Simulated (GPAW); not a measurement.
**MnO2: band structure with r2SCAN**

The system is MnO2.

```
CELL_PARAMETERS angstrom
2.85658 0.00000 0.00000
-1.42829 2.47387 0.00000
0.00000 0.00000 4.60137
ATOMIC_POSITIONS crystal
Mn 0.00000 0.00000 0.50000
O 0.33333 0.66667 0.70629
O 0.66667 0.33333 0.29371
```

Measurements of this composition are mostly on another form, of space group No. 136.

```json
{"Program": "GPAW 26.7.0", "Task": "band structure", "Functional": "r2SCAN", "Potentials or basis": "GPAW PAW data sets (gpaw-data 1.2.1)", "Cutoff": "800 eV", "Basis": "pw", "k mesh": "7 × 7 × 4", "Occupations": "fermi-dirac, width 0.05 eV", "Spin": "collinear spin, ferromagnetic start", "Starting moments": "[4.0, 0.0, 0.0] μB", "Maxiter": "150", "Band path": "GMKGALHA,LM,KH", "Band points": "60"}
```

The pressure is 2.5 GPa, the largest force is 0.154 eV/Å and the band gap on the k mesh is 1.92 eV, indirect (least direct gap 2.02 eV). The band gap along the path is 1.91 eV, indirect (least direct gap 2.02 eV) and the net moment is 3.00 μB per cell. The site moments are Mn +2.91; O +0.02 μB.

Forces in eV/Å, atoms in the order of the input:
```
Mn   0.000  0.000  0.000
O    0.000  0.000  0.154
O    0.000  0.000 -0.154
```

Stress tensor (GPa, compression positive):
```
2.90 0.00 0.00
0.00 2.90 0.00
0.00 0.00 1.72
```

Levels at the corners of the path, in eV from the valence-band top:
Spin up:
```csv
point,band 12,band 13,band 14,band 15,band 16,band 17
Γ,-1.13,-1.13,-0.90,-0.49,3.50,3.50
M,-2.23,-2.22,-1.99,-1.07,2.70,3.43
K,-2.56,-2.52,-0.88,-0.85,2.55,2.58
Γ,-1.13,-1.13,-0.90,-0.49,3.50,3.50
A,-2.22,-1.17,-1.17,-0.10,3.55,3.55
L,-2.23,-2.00,-1.57,-1.25,2.72,3.33
H,-2.82,-2.55,-1.03,-1.00,2.82,2.85
A,-2.22,-1.17,-1.17,-0.10,3.55,3.55
L,-2.23,-2.00,-1.57,-1.25,2.72,3.33
M,-2.23,-2.22,-1.99,-1.07,2.70,3.43
K,-2.56,-2.52,-0.88,-0.85,2.55,2.58
H,-2.82,-2.55,-1.03,-1.00,2.82,2.85
```
Spin down:
```
point  band 10  band 11  band 12  band 13  band 14  band 15
    Γ    -1.14    -1.14    -0.73     1.92     1.94     3.55
    M    -2.88    -2.67    -2.06     2.13     2.79     3.07
    K    -2.64    -2.64    -2.44     2.27     3.14     3.14
    Γ    -1.14    -1.14    -0.73     1.92     1.94     3.55
    A    -2.08    -1.19    -1.18     1.91     1.93     3.67
    L    -2.75    -2.57    -1.40     2.14     2.78     3.06
    H    -2.74    -2.46    -2.46     2.35     3.14     3.14
    A    -2.08    -1.19    -1.18     1.91     1.93     3.67
    L    -2.75    -2.57    -1.40     2.14     2.78     3.06
    M    -2.88    -2.67    -2.06     2.13     2.79     3.07
    K    -2.64    -2.64    -2.44     2.27     3.14     3.14
    H    -2.74    -2.46    -2.46     2.35     3.14     3.14
```

Wall time 3.4 min on 1 thread of Arm Neoverse V2, with other jobs on the host, peak memory 0.47 GiB.

Caveat: the PAW data sets were made with another functional, which shifts forces and pressure a little; a cell with one magnetic atom can't hold antiferromagnetic order, which such compounds often take. r2SCAN opens gaps a little over a GGA but as a rule still falls short of measured ones.
